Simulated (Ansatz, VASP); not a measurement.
## Re: VASP beside Ansatz

```
Re
1.0
     2.76080    0.00000    0.00000
    -1.38040    2.39092    0.00000
     0.00000    0.00000    4.45820
Re
2
Direct
  0.33333 0.66667 0.25000
  0.66667 0.33333 0.75000
```

Alike in both runs: task relaxation of cell and atoms; functional LDA; k mesh 13 × 13 × 7; no spin polarisation.

```csv
,VASP,Ansatz
version,VASP 6.6.1,Ansatz 0.2.0
potentials or method,"VASP PAW LDA potentials, release 64 (Re)","plane waves, PAW"
plane-wave cutoff (eV),600,420
occupations,"methfessel-paxton of order 1, width 0.1 eV",cold
valence electrons in the cell,14,30
```

```tsv
	VASP	Ansatz	Ansatz less VASP
relaxed volume (Å³/atom)	14.38	14.32	-0.059
relaxed cell length with the largest relative difference (Å)	2.743	2.738	-0.0043
energy change over the relaxation (meV/atom)	-10	-13	-3.3
```

The two sets of potentials don't hold the same shells in valence.

Spin-orbit coupling is left out, which matters for the levels of Re. Zero-point motion and thermal expansion aren't in these numbers. LDA usually gives volumes a few per cent too small.
